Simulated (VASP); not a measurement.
# I (Pm-3m) in VASP: single point with PBEsol

Aim: the single point of I with PBEsol.

Program: VASP 6.6.1. These are calculated values, not measurements. Logs are shortened: lines on timing, memory, paths and dates and some standing lists are left out, and cuts for length are marked.

### Step 1. Starting point

Symmetry: Pm-3m, No. 221, cubic system. The conventional cell has a = 3.386 Å, b = 3.386 Å, c = 3.386 Å, α = 90.00°, β = 90.00°, γ = 90.00°. I (site symmetry m-3m) is surrounded by 6 I at 3.39 Å.

The cell was built by a generator and needn't be a form met in nature.

### Step 2. Single point, PBEsol

The input, INCAR:

```
SYSTEM = I
ALGO     = Normal         ! electronic algorithm
EDIFF    = 1E-7           ! SCF threshold, eV
ENCUT    = 520            ! plane-wave cutoff, eV
GGA      = PS             ! functional
ISIF     = 2              ! what is computed and relaxed
ISMEAR   = -1             ! smearing method
LASPH    = .TRUE.         ! aspherical terms in the spheres
LCHARG   = .FALSE.        ! write CHGCAR
LREAL    = .FALSE.        ! projectors in reciprocal space
LWAVE    = .FALSE.        ! write WAVECAR
NBANDS   = 10             ! bands
NELM     = 80             ! most SCF steps
PREC     = Accurate       ! precision mode
SIGMA    = 0.13605693000000002 ! smearing width, eV
```

The input, KPOINTS:

```
k-points
0
G
  10 10 10
  0 0 0
```

The input, POSCAR:

```
I
1.0
    3.3856953801      0.0000000000      0.0000000000
    0.0000000000      3.3856953801      0.0000000000
    0.0000000000      0.0000000000      3.3856953801
I
1
Direct
    0.0000000000      0.0000000000      0.0000000000
```

Potentials or basis: VASP PAW PBE potentials, release 64 (I).

On the command line:

```sh
cat potpaw_PBE.64/I/POTCAR > POTCAR
mpirun -np 1 vasp_std > vasp.out
```

OUTCAR:

```text
SYSTEM = I
   EDIFF = 1E-7
   ENCUT = 520
   GGA = PS
   ISIF = 2
   ISMEAR = -1
   LASPH = .TRUE.
   LREAL = .FALSE.
   NELM = 80
   PREC = Accurate

 ion  position               nearest neighbor table
   1  0.000  0.000  0.000-

  LATTYP: Found a simple cubic cell.
 ALAT       =     3.3856953801

  Lattice vectors:

 A1 = (   3.3856953801,   0.0000000000,   0.0000000000)
 A2 = (   0.0000000000,   3.3856953801,   0.0000000000)
 A3 = (   0.0000000000,   0.0000000000,   3.3856953801)

Analysis of symmetry for initial positions (statically):
=====================================================================
 Subroutine PRICEL returns:
 Original cell was already a primitive cell.

 Routine SETGRP: Setting up the symmetry group for a
 simple cubic supercell.

 Subroutine GETGRP returns: Found 48 space group operations
 (whereof 48 operations were pure point group operations)
 out of a pool of 48 trial point group operations.

The static configuration has the point symmetry O_h .

Analysis of symmetry for dynamics (positions and initial velocities):
=====================================================================
 Subroutine PRICEL returns:
 Original cell was already a primitive cell.

 Routine SETGRP: Setting up the symmetry group for a
 simple cubic supercell.

 Subroutine GETGRP returns: Found 48 space group operations
 (whereof 48 operations were pure point group operations)
 out of a pool of 48 trial point group operations.

The dynamic configuration has the point symmetry O_h .

 Subroutine INISYM returns: Found 48 space group operations
 (whereof 48 operations are pure point group operations),
 and found     1 'primitive' translations

----------------------------------------------------------------------------------------

                                     Primitive cell

  volume of cell :      38.8100

  direct lattice vectors                    reciprocal lattice vectors
     3.385695380  0.000000000  0.000000000     0.295360299  0.000000000  0.000000000
     0.000000000  3.385695380  0.000000000     0.000000000  0.295360299  0.000000000
     0.000000000  0.000000000  3.385695380     0.000000000  0.000000000  0.295360299

  length of vectors
     3.385695380  3.385695380  3.385695380     0.295360299  0.295360299  0.295360299

  position of ions in fractional coordinates (direct lattice)
     0.000000000  0.000000000  0.000000000

  ion indices of the primitive-cell ions
   primitive index   ion index
                 1           1

----------------------------------------------------------------------------------------

 KPOINTS: k-points

Automatic generation of k-mesh.
 Grid dimensions read from file:
 generate k-points for:   10   10   10

 Generating k-lattice:

  Cartesian coordinates                     Fractional coordinates (reciprocal lattice)
     0.029536030  0.000000000  0.000000000     0.100000000  0.000000000  0.000000000
     0.000000000  0.029536030  0.000000000     0.000000000  0.100000000  0.000000000
     0.000000000  0.000000000  0.029536030     0.000000000  0.000000000  0.100000000

  Length of vectors
     0.029536030  0.029536030  0.029536030

  Shift w.r.t. Gamma in fractional coordinates (k-lattice)
     0.000000000  0.000000000  0.000000000

 Subroutine IBZKPT returns following result:
 ===========================================

 Found     56 irreducible k-points:

 Following reciprocal coordinates:
            Coordinates               Weight
  0.000000  0.000000  0.000000      1.000000
  0.100000  0.000000  0.000000      6.000000
  0.200000  0.000000  0.000000      6.000000
  0.300000  0.000000  0.000000      6.000000
  0.400000  0.000000  0.000000      6.000000
  0.500000  0.000000  0.000000      3.000000
[... 16 lines left out ...]
  0.200000  0.100000  0.100000     24.000000
  0.300000  0.100000  0.100000     24.000000
 [... further k-points ...]
   k-points           NKPTS =     56   k-points in BZ     NKDIM =     56   number of bands    NBANDS=     10
   number of dos      NEDOS =    301   number of ions     NIONS =      1
   total plane-waves  NPLWV =  21952
   dimension x,y,z NGX =    28 NGY =   28 NGZ =   28
   dimension x,y,z NGXF=    56 NGYF=   56 NGZF=   56
   ions per type =               1
   NGX,Y,Z   is equivalent  to a cutoff of  13.75, 13.75, 13.75 a.u.
   NGXF,Y,Z  is equivalent  to a cutoff of  27.50, 27.50, 27.50 a.u.
 SYSTEM =  I
   PREC   = accura    normal or accurate (medium, high low for compatibility)
   ISTART =      0    job   : 0-new  1-cont  2-samecut
   ICHARG =      2    charge: 1-file 2-atom 10-const
   ISPIN  =      1    spin polarized calculation?
   LNONCOLLINEAR =      F non collinear calculations
   LSORBIT =      F    spin-orbit coupling
   LASPH  =      T    aspherical Exc in radial PAW
   ENCUT  =  520.0 eV  38.22 Ry    6.18 a.u.   6.30  6.30  6.30*2*pi/ulx,y,z
   NELM   =     80;   NELMIN=  2; NELMDL= -5     # of ELM steps
   EDIFF  = 0.1E-06   stopping-criterion for ELM
   LREAL  =      F    real-space projection
   EDIFFG = 0.1E-05   stopping-criterion for IOM
   NSW    =      0    number of steps for IOM
   IBRION =     -1    ionic relax: 0-MD 1-quasi-New 2-CG
   NFREE  =      0    steps in history (QN), initial steepest desc. (CG)
   ISIF   =      2    stress and relaxation
   ISYM   =      2    0-nonsym 1-usesym 2-fastsym
   POTIM  = 0.5000    time-step for ionic-motion
   TEBEG  =    0.0;   TEEND  =   0.0 temperature during run
   PSTRESS=    0.0 pullay stress
   NELECT =       7.0000    total number of electrons
   NUPDOWN=      -1.0000    fix difference up-down
   EMIN   =  10.00;   EMAX   =-10.00  energy-range for DOS
   EFERMI =   0.00;   METHOD = LEGACY
   ISMEAR =    -1;   SIGMA  =   0.14  broadening in eV -4-tet -1-fermi 0-gaus
   EFERMI_NEDOS =   21; number of points for ismear=-14 and -15
   IALGO  =     38    algorithm
   IMIX   =      4    mixing-type and parameters
     AMIX     =   0.40;   BMIX     =  1.00
     AMIX_MAG =   1.60;   BMIX_MAG =  1.00
  volume/ion in A,a.u.               =      38.81       261.90
  Fermi-wavevector in a.u.,A,eV,Ry     =   0.924967  1.747934 11.640657  0.855564
  Thomas-Fermi vector in A             =   2.050770
   LORBIT       =      0    0 simple, 1 ext, 2 COOP (PROOUT), +10 PAW based schemes
   GGA     = PS    functional components
   LHFCALC =     F    Hartree Fock is set to
   AEXX    =    0.0000 exact exchange contribution
   IVDW    =     0    specifies the selected vdW correction
   LEPSILON=     F    determine dielectric tensor
   LRPA    =     F    only Hartree local field effects (RPA)
 non-spin polarized calculation
  energy-cutoff  :      520.00
  volume of cell :       38.81
 maximum number of plane-waves:      1064
 NGX is ok and might be reduce to    28
   NGX = 13   NGY = 13   NGZ = 13

 number of electron       7.0000001 magnetization

 Free energy of the ion-electron system (eV)
  ---------------------------------------------------
  ext. energy  EPLUGINS =         0.00000000
  ---------------------------------------------------
  free energy    TOTEN  =        -1.49828504 eV

  energy without entropy =       -1.42535366  energy(sigma->0) =       -1.46181935

 E-fermi :   3.9172     XC(G=0):  -8.6494

 val. band max:        3.9036034050   @ k =   0.5000   0.1000   0.1000
 cond. band min:       3.9782117740   @ k =   0.4000   0.2000   0.1000
 fundamental gap:      0.0746083691
 Fermi energy:         3.9172281917

 k-point     1 :       0.0000    0.0000    0.0000
  band No.  band energies     occupation
      1      -9.9945      2.00000
      2       3.7462      1.55694
      3       3.7462      1.55694
      4       3.7462      1.55694
      5       9.2150      0.00000
      6      10.2560      0.00000
      7      10.2560      0.00000
      8      20.0361      0.00000
      9      20.0361      0.00000
     10      20.0364      0.00000

 k-point     2 :       0.1000    0.0000    0.0000
  band No.  band energies     occupation
      1      -9.9192      2.00000
      2       2.9833      1.99791
      3       3.8098      1.37549
      4       3.8098      1.37549
      5       9.5259      0.00000
      6      10.3490      0.00000
      7      11.0587      0.00000
      8      18.5132      0.00000
      9      18.5132      0.00000
     10      19.7356      0.00000

 k-point     3 :       0.2000    0.0000    0.0000
  band No.  band energies     occupation
      1      -9.7094      2.00000
      2       1.5177      2.00000
      3       3.9837      0.76059
      4       3.9837      0.76059
      5       9.9663      0.00000
      6      10.6177      0.00000
      7      13.0424      0.00000
      8      16.8521      0.00000
      9      16.8521      0.00000
     10      18.2026      0.00000

 k-point     4 :       0.3000    0.0000    0.0000
  band No.  band energies     occupation
      1      -9.4187      2.00000
      2       0.1351      2.00000
      3       4.2159      0.20043
      4       4.2159      0.20043
      5      10.5519      0.00000
      6      11.0203      0.00000
      7      14.5103      0.00000
      8      15.5200      0.00000
      9      15.5200      0.00000
     10      17.4287      0.00000

 k-point     5 :       0.4000    0.0000    0.0000
  band No.  band energies     occupation
      1      -9.1496      2.00000
      2      -0.8351      2.00000
      3       4.4206      0.04828
      4       4.4206      0.04828
      5      11.2902      0.00000
      6      11.4440      0.00000
      7      13.9042      0.00000
      8      14.6447      0.00000
      9      14.6447      0.00000
     10      16.3143      0.00000

 k-point     6 :       0.5000    0.0000    0.0000
  band No.  band energies     occupation
      1      -9.0364      2.00000
      2      -1.1879      2.00000
      3       4.5036      0.02653
      4       4.5036      0.02653
      5      11.6468      0.00000
      6      11.8234      0.00000
      7      13.2484      0.00000
      8      14.3367      0.00000
      9      14.3367      0.00000
     10      15.8799      0.00000
[... 183 lines left out ...]
 k-point    21 :       0.5000    0.5000    0.0000
  band No.  band energies     occupation
      1      -8.1008      2.00000
      2      -0.1516      2.00000
      3      -0.1516      2.00000
      4       5.2019      0.00016
      5       7.2440      0.00000
      6      13.4041      0.00000
      7      15.7379      0.00000
      8      15.7379      0.00000
      9      16.2135      0.00000
     10      16.2135      0.00000

 k-point    22 :       0.1000    0.1000    0.1000
  band No.  band energies     occupation
      1      -9.7690      2.00000
      2       3.0494      1.99661
      3       3.1590      1.99243
      4       3.1590      1.99243
      5      10.4529      0.00000
      6      11.4038      0.00000
      7      11.4038      0.00000
      8      17.0165      0.00000
      9      17.3741      0.00000
     10      17.3741      0.00000

 k-point    23 :       0.2000    0.1000    0.1000
  band No.  band energies     occupation
      1      -9.5597      2.00000
      2       1.6663      2.00000
      3       3.2849      1.98101
      4       3.3432      1.97100
      5      10.9206      0.00000
      6      11.6475      0.00000
      7      13.1184      0.00000
      8      15.6418      0.00000
      9      15.7707      0.00000
     10      17.5078      0.00000

 k-point    24 :       0.3000    0.1000    0.1000
  band No.  band energies     occupation
      1      -9.2698      2.00000
      2       0.2913      2.00000
      3       3.5495      1.87440
      4       3.5915      1.83275
      5      11.2997      0.00000
      6      12.0063      0.00000
      7      13.5115      0.00000
      8      14.2472      0.00000
      9      16.4839      0.00000
     10      17.7932      0.00000

 [... further k-points ...]

------------------------ aborting loop because EDIFF is reached ----------------------------------------

  FORCE on cell =-STRESS in cart. coord.  units (eV):
  Direction    XX          YY          ZZ          XY          YZ          ZX
  --------------------------------------------------------------------------------------
  -------------------------------------------------------------------------------------
  Total        0.0068316      0.0068316      0.0068316      0.0000000     -0.0000000      0.0000000
  in kB        0.2820266      0.2820266      0.2820266      0.0000000     -0.0000000      0.0000000
  external PRESSURE =       0.2820266 kB  Pullay stress =       0.0000000 kB

 VOLUME and BASIS-vectors are now :
 -----------------------------------------------------------------------------
  energy-cutoff  :      520.00
  volume of cell :       38.81
      direct lattice vectors                 reciprocal lattice vectors
     3.385695380  0.000000000  0.000000000     0.295360299  0.000000000  0.000000000
     0.000000000  3.385695380  0.000000000     0.000000000  0.295360299  0.000000000
     0.000000000  0.000000000  3.385695380     0.000000000  0.000000000  0.295360299

 POSITION                                       TOTAL-FORCE (eV/Angst)
 -----------------------------------------------------------------------------------
      0.00000      0.00000      0.00000         0.000000      0.000000      0.000000
 -----------------------------------------------------------------------------------
    total drift:                                0.000000      0.000000      0.000000

  FREE ENERGIE OF THE ION-ELECTRON SYSTEM (eV)
  ---------------------------------------------------
  free  energy   TOTEN  =        -1.4982850419 eV

  energy  without entropy=       -1.4253536550  energy(sigma->0) =       -1.46181935
```

It took 15 s on 1 thread of Intel Xeon Platinum 8375C at 2.90GHz (Ice Lake), shared host; peak memory 0.16 GiB.

Results:

```yaml
Free_energy: -1.4983 eV
Pressure: 0.0 GPa
Band_gap_on_the_k_mesh: none (metal or under the smearing width)
```

Caveat: the PAW data sets were made with another functional, which shifts forces and pressure a little; an odd number of electrons without spin polarisation forces a metal; a magnetic or distorted state may lie lower.
